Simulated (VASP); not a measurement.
Crystal: V.

```
V
1.0
    -1.51435    1.51435    1.51435
     1.51435   -1.51435    1.51435
     1.51435    1.51435   -1.51435
V
1
Cartesian
  0.0000 0.0000 0.0000
```

Base run:

| Property | Result |
| --- | --- |
| Program | VASP 6.6.1 |
| Functional | PBE |
| Potentials or basis | VASP PAW PBE potentials, release 64 (V_sv) |
| Cutoff | 520 eV |
| k mesh | 12 × 12 × 12 |
| Occupations | fermi-dirac, width 0.05 eV |
| Spin | collinear spin, ferromagnetic start |
| Starting moments | [2.0] μB |

Its results: band gap on the k mesh none (metal or under the smearing width); pressure -5.2 GPa; net moment 0.00 μB per cell.

The run is repeated on the same cell with these changes: occupations from fermi-dirac, width 0.05 eV to gaussian, width 0.02 eV; further incar settings from ALGO = Normal; EDIFF = 1e-07; NBANDS = 16 to ALGO = Normal; EDIFF = 1e-06; NBANDS = 16. What comes out?

Band gap on the k mesh none (metal or under the smearing width); pressure -5.2 GPa; net moment 0.12 μB per cell; site moments V +0.11 μB.
